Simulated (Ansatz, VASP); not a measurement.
# Cross-check of LiF (Griceite) between VASP and Ansatz

Wanted: the spread between two codes on one cell, functional and k mesh. The cell is taken from a series of VASP runs on this material, whose earlier steps may have relaxed, scaled or displaced it; both programs get it as it stands.

Program: Ansatz 0.2.0. Level of theory: plane waves, with VASP 6.6.1 beside it; relaxation of cell and atoms at PBEsol and relaxation of cell and atoms at PBEsol with D3(BJ). Results are calculated unless marked as measured.

### Step 1. Starting point

Symmetry: Fm-3m, No. 225, cubic system. The conventional cell has a = 3.995 Å, b = 3.995 Å, c = 3.995 Å, α = 90.00°, β = 90.00°, γ = 90.00°. F has 6 Li at 2.00 Å nearest. Nearest to Li lie 6 F at 2.00 Å. Farther neighbours and most contacts between anions are not listed.

### Step 2. Ansatz: relaxation of cell and atoms, PBEsol

Ansatz runs on its default PAW (the set named soft_2) files.

The relaxed volume is the usual yardstick between codes: its relative difference is about their pressure difference at one cell divided by the bulk modulus.

input.yaml reads:

```yaml
crystal:
  lattice:
    - [0.0, 1.9977167647, 1.9977167647]
    - [1.9977167647, 0.0, 1.9977167647]
    - [1.9977167647, 1.9977167647, 0.0]
  atoms:
    - { symbol: F, position: [0.5, 0.5, 0.5] }
    - { symbol: Li, position: [0.0, 0.0, 0.0] }
hamiltonian:
  xc: pbesol
  pseudopotentials: { kind: paw }
kpoints:
  mp_grid: { grid: [10, 10, 10] }
scf:
  occupations: { method: gaussian, width: 0.03 }
relax:
  f_tol: 0.01
  max_steps: 60
  cell: { stress_tol: 0.05 }
output:
  forces: true
  stress: true
```

On the command line:

```console
ansatz run input.yaml --threads 4 --pin off --max-ram 9216MiB --backend cpu --events-out ev --progress --plain --runs-dir out
```

Numbers of over 12 decimals in the logs are rounded to 6 here.

What it wrote:

```text
Engine: ansatz 0.2.0, aarch64-unknown-linux-gnu
Pseudopotentials: kind: paw
Pseudopotential: F, paw, valence charge 7, recommended cutoff 420 eV (normal), F.paw.azcp
Pseudopotential: Li, paw, valence charge 3, recommended cutoff 420 eV (normal), Li.paw.azcp
Functional definition: PBEsol
  exchange = pbesol_x
  correlation = pbesol_c
Crystal: 2 atoms, lattice volume = 15.945 Å³
Basis set: ecut = 420 eV, 331 PW (Γ), exchange–correlation on 40×40×40 points (8 copies of the dense FFT grid, shifted against one another)
Bands: 9, of which v1, the nominal top of the filled ones, is band 5 counted from 1 (4 counted from 0)
Symmetry: 48 space group operations
Space group: Fm-3m (ITA 225), of the structure as read, at distance tolerance 2.5e-5 Å
k-points: 47 of 1000
Non-local potential: F, projectors of the file, l = 0: 2, l = 1: 2, l = 2: 1
Non-local potential: Li, projectors of the file, l = 0: 3, l = 1: 2, l = 2: 1
PAW form: soft (Blöchl's): semilocal exchange-correlation on the pseudo side does not see the compensation charge
PAW frozen core: F, regenerated for the run's functional, and the local potential with it (the file was generated under x = pbe(κ = 0.804, μ = 0.219515), c = pbe(β = 0.066725))
PAW one-centre angular grid: F, 110 points (default); XC on 64 Gauss nodes
PAW one-centre angular grid: Li, 110 points (default); XC on 64 Gauss nodes
Initial density: superposition of atomic densities (neutral atoms: chi_scale 0, normalization atom), corrected by the library's trained network
Initial wavefunctions: pseudopotential atomic-orbital guess
Functional: x = pbesol(κ = 0.804, μ = 0.123457), c = pbesol(β = 0.046)
SCF iter   1: F=—  HF=-1006.564422 eV  |F-HF|=—  |Δ(HF+E_count)|=         —  Δρ=1.41e-2  dr2=1.92e-2  ethr=1.77e-3  ⟨swp⟩=5.6  Hψ=2621  notcnv=0
preconditioner: auto → none  [insulator: Δε(μ)=8.986 eV  Ē_g=22.635 eV  σ=0.030 eV  W_gap=1.00  n_scr=0 (ndim 8)  ℏωp=26.3 eV  f_vac=0.000  D(μ)=0.00/eV (n_scr^D=0)  ε∞_Penn≈2.4]
SCF iter   2: F=—  HF=-1006.556915 eV  |F-HF|=—  |Δ(HF+E_count)|=   7.51e-3  Δρ=4.35e-3  dr2=1.30e-3  ethr=1.92e-4  ⟨swp⟩=2.9  Hψ=1166  notcnv=0
SCF iter   3: F=—  HF=-1006.556404 eV  |F-HF|=—  |Δ(HF+E_count)|=   5.11e-4  Δρ=8.01e-4  dr2=5.97e-5  ethr=1.30e-5  ⟨swp⟩=2.6  Hψ=759  notcnv=0
SCF iter   4: F=—  HF=-1006.556386 eV  |F-HF|=—  |Δ(HF+E_count)|=   1.81e-5  Δρ=2.56e-4  dr2=3.90e-6  ethr=5.97e-7  ⟨swp⟩=2.0  Hψ=654  notcnv=0
SCF iter   5: F=—  HF=-1006.556385 eV  |F-HF|=—  |Δ(HF+E_count)|=   9.66e-7  Δρ=3.26e-5  dr2=1.41e-7  ethr=3.90e-8  ⟨swp⟩=2.6  Hψ=622  notcnv=0
SCF iter   6: F=-1006.556385 eV  HF=-1006.556385 eV  |F-HF|=2.13e-9  |Δ(HF+E_count)|=   8.45e-9  Δρ=5.56e-6  dr2=4.09e-9  ethr=1.00e-9  ⟨swp⟩=3.0  Hψ=1081  notcnv=0
SCF 1 converged in 6 iterations: F = -1006.556385 eV  dr2 = 4.09e-9
  greatest PAW one-centre occupation: 1.000 electrons in one spin orbital (limit 2), on the Li atom at site 1 (counted from 0), in its partial waves of l = 0
relax step   1: F+E_penalty+E_count = -1006.55638511 eV  Δ(F+E_penalty+E_count) = +0.000e0 eV  max|allowed force component| = 1.751e-29 eV/Å  Δτ_max = 0.0000 Å  P = +0.678 GPa  Ω = 15.945 Å³  (6 SCF iters, dr2 threshold 1.00e-7 eV, accepted)
[...]
relax step   2: F+E_penalty+E_count = -1006.55631935 eV  Δ(F+E_penalty+E_count) = +6.576e-5 eV  max|allowed force component| = 4.235e-29 eV/Å  Δτ_max = 0.0000 Å  P = +0.453 GPa  Ω = 15.988 Å³  energy of the carried Pulay correction = -2.162e-4 eV  (3 SCF iters, dr2 threshold 2.00e-7 eV, accepted)
[...]
relax step   3: F+E_penalty+E_count = -1006.55600395 eV  Δ(F+E_penalty+E_count) = +3.154e-4 eV  max|allowed force component| = 4.720e-29 eV/Å  Δτ_max = 0.0000 Å  P = -0.002 GPa  Ω = 16.075 Å³  energy of the carried Pulay correction = -6.522e-4 eV  (4 SCF iters, dr2 threshold 2.00e-7 eV, accepted)
[...]
relax step   4: F+E_penalty+E_count = -1006.55657706 eV  Δ(F+E_penalty+E_count) = -5.731e-4 eV  max|allowed force component| = 3.905e-29 eV/Å  Δτ_max = 0.0000 Å  P = +0.079 GPa  Ω = 16.075 Å³  stress off target by 7.93e-2 GPa  SCF on the basis re-selected at this cell (its energy is not comparable with the rows above)  (5 SCF iters)
[...]
relax step   5: F+E_penalty+E_count = -1006.55650377 eV  Δ(F+E_penalty+E_count) = +7.329e-5 eV  max|allowed force component| = 8.579e-30 eV/Å  Δτ_max = 0.0000 Å  P = +0.007 GPa  Ω = 16.090 Å³  energy of the carried Pulay correction = -7.734e-5 eV  (3 SCF iters, dr2 threshold 1.57e-8 eV, accepted)
[...]
relax step   6: F+E_penalty+E_count = -1006.55669880 eV  Δ(F+E_penalty+E_count) = -1.950e-4 eV  max|allowed force component| = 7.905e-30 eV/Å  Δτ_max = 0.0000 Å  P = +0.012 GPa  Ω = 16.090 Å³  stress off target by 1.23e-2 GPa  SCF on the basis re-selected at this cell (its energy is not comparable with the rows above)  (6 SCF iters)
basis re-selected at this cell: Δ(F+E_penalty+E_count) = -1.950e-4 eV, ΔP = +0.005 GPa vs the last step (what re-selecting the basis moved, of the pressure what is left beyond the Pulay correction that the steps carried, after the strain that the cell walked since its last selection, with what the two solves' SCF thresholds leave and, on support functions, any second-order correction that the steps lacked; it is no m [...]
SCF converged after 6 iterations
Free energy (F): -1006.556699 eV
Harris-Foulkes:  -1006.556699 eV  (|F-HF|=1.14e-13)
Internal energy: -1006.556699 eV  (E = F + TS)
E sigma→0 (E₀):  -1006.556699 eV
Fermi energy:    5.553182 eV
--- Per-component energies (eV) ---
  E_band       = -116.063946
  E_kinetic    = 229.980616
  E_local      = -634.760029  (includes V_loc(G=0)·N_el)
  E_nonlocal   = 40.837951
  E_hartree    = 221.153412
  E_xc         = -90.339076
  E_vxc        = -116.640590  (∫ρ·V_xc dr)
  E_paw        = -213.489959  (= ΣΔE_a)
  E_vpaw       = -77.790838  (= ΣTr[D̂ρ^β])
  E_aug_tail   = 0.002112  (compensation charges beyond the density's cutoff)
  E_ewald      = -559.984169
  E_core_change = 0.042443  (= ΣΔE_core)
  E_smearing   = -0.000000  (= −TS)
  E_closure    = -0.000000  (closes the sum)
  Σ components = -1006.556699   (vs F -1006.556699, Δ=0.00e0)
--- Forces (eV/Å), atoms counted from 1 ---
  atom   1  F      0.00000000     0.00000000    -0.00000000
  atom   2  Li    -0.00000000     0.00000000     0.00000000
  max |Σ_I F_I| component: 1.57e-29 eV/Å
--- Stress (GPa, compression-positive) ---
        0.012298      -0.000000      -0.000000
       -0.000000       0.012298      -0.000000
       -0.000000       0.000000       0.012298
  P = ⅓ Tr σ = 0.0123 GPa (0.123 kbar)
--- Relaxed structure (4 steps of the walk, 4 accepted, 2 SCFs on fresh bases) ---
  F+E_penalty+E_count = -1006.55669880 eV   max|allowed force component| = 7.905e-30 eV/Å   (the final SCF, on the basis selected at the relaxed cell)
  cell:  # Å, volume = 16.0898 Å³
    - [0, 2.003734, 2.003734]
    - [2.003734, 0, 2.003734]
    - [2.003734, 2.003734, 0]
  atoms:
    - { symbol: F, position: [0.5, 0.5, 0.5] }
    - { symbol: Li, position: [0, 0, 0] }
```

Wall time 1.6 s (4 threads of Arm Neoverse V1, shared host); peak memory 0.27 GiB; 3.9 s of CPU time.

### Step 3. VASP: relaxation of cell and atoms, PBEsol

The same cell, functional, mesh and smearing now go to VASP, with its own data sets and cutoff.

Lines of VASP's logs that name or quote its potential files are left out, and so is its time.

INCAR reads:

```
SYSTEM = LiF
PREC = Accurate
ENCUT = 650
EDIFF = 1E-06
NELM = 100
ISMEAR = 0
SIGMA = 0.03
LREAL = .FALSE.
ALGO = Normal
GGA = PS
NBANDS = 11
LORBIT = 11
LWAVE = .FALSE.
LCHARG = .FALSE.
KPAR = 4
IBRION = 2
NSW = 50
ISIF = 3
EDIFFG = -0.006
```

POSCAR reads:

```
LiF
1.0
    0.0000000000      1.9977167647      1.9977167647
    1.9977167647      0.0000000000      1.9977167647
    1.9977167647      1.9977167647      0.0000000000
F Li
1 1
Direct
    0.5000000000      0.5000000000      0.5000000000
    0.0000000000      0.0000000000      0.0000000000
```

KPOINTS reads:

```
Automatic mesh
0
Gamma
10 10 10
0 0 0
```

Potentials, in the order of the species: F and Li_sv (PBE family, release 64).

On the command line:

```console
mpirun -np 4 vasp_std
```

What it wrote:

```text
[banner, memory and clock lines left out]
running    4 mpi-ranks, on    1 nodes
 distrk:  each k-point on    1 cores,    4 groups
 distr:  one band on    1 cores,    1 groups

 POSCAR found type information on POSCAR F Li
 POSCAR found :  2 types and       2 ions
|                                                                             |
|               ----> ADVICE to this user running VASP <----                  |
|                                                                             |
|     You enforced a specific xc type in the INCAR file but a different       |
|     [... a line on the potential file left out ...]
|     I HOPE YOU KNOW WHAT YOU ARE DOING!                                     |
|                                                                             |

 LDA part: xc-table for (Slater+PW92), standard interpolation
 POSCAR, INCAR and KPOINTS ok, starting setup
 FFT: planning ... GRIDC
 FFT: planning ... GRID_SOFT
 FFT: planning ... GRID
 WAVECAR not read
 entering main loop
       N       E                     dE             d eps       ncg     rms          rms(c)
DAV:   1     0.393733534859E+02    0.39373E+02   -0.61046E+03  1050   0.107E+03
DAV:   2    -0.888457263891E+01   -0.48258E+02   -0.47299E+02  1198   0.218E+02
DAV:   3    -0.102575421962E+02   -0.13730E+01   -0.13675E+01  1338   0.329E+01
DAV:   4    -0.102797577695E+02   -0.22216E-01   -0.22213E-01  1307   0.432E+00
DAV:   5    -0.102800211459E+02   -0.26338E-03   -0.26337E-03  1347   0.342E-01    0.405E+00
DAV:   6    -0.985661824386E+01    0.42340E+00   -0.20305E+00  1193   0.951E+00    0.139E+00
DAV:   7    -0.985450819470E+01    0.21100E-02   -0.16917E-02  1436   0.126E+00    0.842E-01
DAV:   8    -0.985655592469E+01   -0.20477E-02   -0.12115E-02  1392   0.134E+00    0.106E-01
DAV:   9    -0.985657831715E+01   -0.22392E-04   -0.10415E-03  1240   0.312E-01    0.432E-02
DAV:  10    -0.985662767998E+01   -0.49363E-04   -0.10101E-04  1188   0.848E-02    0.103E-02
DAV:  11    -0.985662811374E+01   -0.43376E-06   -0.44368E-06  1398   0.228E-02
   1 F= -.98566281E+01 E0= -.98566281E+01  d E =-.985663E+01
 curvature:   0.00 expect dE= 0.000E+00 dE for cont linesearch  0.000E+00
 trial: gam= 0.00000 g(F)=  0.630E-60 g(S)=  0.366E-06 ort = 0.000E+00 (trialstep = 0.100E+01)
 search vector abs. value=  0.367E-06
 reached required accuracy - stopping structural energy minimisation
```

From OUTCAR (step 3):

```text
ion  position               nearest neighbor table
   1  0.500  0.500  0.500-   2 2.00   2 2.00   2 2.00   2 2.00   2 2.00   2 2.00
   2  0.000  0.000  0.000-   1 2.00   1 2.00   1 2.00   1 2.00   1 2.00   1 2.00

  LATTYP: Found a face centered cubic cell.
 ALAT       =     3.9954335294

 Subroutine GETGRP returns: Found 48 space group operations
 (whereof 48 operations were pure point group operations)

The static configuration has the point symmetry O_h .

 Found     47 irreducible k-points:

   k-points           NKPTS =     47   k-points in BZ     NKDIM =     47   number of bands    NBANDS=     11

   dimension x,y,z NGX =    24 NGY =   24 NGZ =   24
   dimension x,y,z NGXF=    48 NGYF=   48 NGZF=   48

   ENCUT  =  650.0 eV  47.77 Ry    6.91 a.u.   5.87  5.87  5.87*2*pi/ulx,y,z

   NELECT =      10.0000    total number of electrons

 k-points in reciprocal lattice and weights: Automatic mesh
   0.00000000  0.00000000  0.00000000       0.001
   0.10000000  0.00000000  0.00000000       0.008
   0.20000000  0.00000000  0.00000000       0.008
   0.30000000  0.00000000  0.00000000       0.008
   0.40000000  0.00000000  0.00000000       0.008
   0.50000000  0.00000000  0.00000000       0.004
   0.10000000  0.10000000  0.00000000       0.006
   0.20000000  0.10000000  0.00000000       0.024
   0.30000000  0.10000000  0.00000000       0.024
[...]
-0.30000000  0.40000000  0.20000000       0.024
  -0.30000000  0.50000000  0.20000000       0.012

 average (electrostatic) potential at core
       1 -76.5546       2 -60.3553

 E-fermi :  -0.7725

 k-point     1 :       0.0000    0.0000    0.0000
  band No.  band energies     occupation
      1     -41.1129      2.00000
      2     -20.8968      2.00000
      3      -0.9659      2.00000
      4      -0.9659      2.00000
      5      -0.9659      2.00000
      6       8.1659      0.00000
      7      23.1780      0.00000
      8      23.1780      0.00000
      9      23.1783      0.00000
     10      23.3877      0.00000
    ...

 k-point     2 :       0.1000    0.0000    0.0000
  band No.  band energies     occupation
      1     -41.1059      2.00000
      2     -20.8558      2.00000
      3      -1.2668      2.00000
      4      -0.9898      2.00000
      5      -0.9898      2.00000
      6       8.4605      0.00000
      7      20.3415      0.00000
      8      21.8564      0.00000
      9      21.8564      0.00000
     10      24.4859      0.00000
    ...

 k-point     3 :       0.2000    0.0000    0.0000
  band No.  band energies     occupation
      1     -41.0882      2.00000
      2     -20.7462      2.00000
      3      -1.9888      2.00000
      4      -1.0521      2.00000
      5      -1.0521      2.00000
      6       9.1025      0.00000
      7      17.8460      0.00000
      8      20.3394      0.00000
      9      20.3394      0.00000
     10      25.5400      0.00000
    ...

  Total        0.0022504      0.0022504      0.0022504      0.0000000      0.0000000      0.0000000
  in kB        0.2261221      0.2261221      0.2261221      0.0000000      0.0000000      0.0000000
  external PRESSURE =       0.2261221 kB  Pullay stress =       0.0000000 kB

  energy-cutoff  :      650.00
  volume of cell :       15.95
      direct lattice vectors                 reciprocal lattice vectors
     0.000000000  1.997716765  1.997716765    -0.250285731  0.250285731  0.250285731
     1.997716765  0.000000000  1.997716765     0.250285731 -0.250285731  0.250285731
     1.997716765  1.997716765  0.000000000     0.250285731  0.250285731 -0.250285731

 POSITION                                       TOTAL-FORCE (eV/Angst)
 -----------------------------------------------------------------------------------
      1.99772      1.99772      1.99772         0.000000      0.000000     -0.000000
      0.00000      0.00000      0.00000        -0.000000     -0.000000      0.000000
 -----------------------------------------------------------------------------------
    total drift:                               -0.000000     -0.000000      0.000000

  FREE ENERGIE OF THE ION-ELECTRON SYSTEM (eV)
  ---------------------------------------------------
  free  energy   TOTEN  =        -9.8566281137 eV

  energy  without entropy=       -9.8566281137  energy(sigma->0) =       -9.85662811

 reached required accuracy - stopping structural energy minimisation

 total charge
# of ion       s       p       d       tot
------------------------------------------
    1        1.721   4.404   0.000   6.125
    2        2.019   0.056   0.000   2.075
--------------------------------------------------
tot          3.740   4.460   0.000   8.200

[... 3 further parts left out ...]
```

The gap is read on the k-mesh alone, so it is an upper bound where the band edges lie off the mesh. The PAW data sets were made with PBE, which is usual practice but a small mismatch for other functionals. The run keeps the 48 symmetry operations of its start, so it cannot find a distortion of lower symmetry.

[end of part 1 of 2]

[Lines on the potential files, build, host, timing and source positions are cut from VASP's logs without a mark.]

[Logs are printed without paths, hosts, clocks, repeated set-up lines and the standing remarks that a program may print on its own settings, such as how far it seeks lower states.]

[Hosts, paths, dates, database ids (printed as entryN), source tags and the programs' standing remarks are cut or masked in the printed files.]
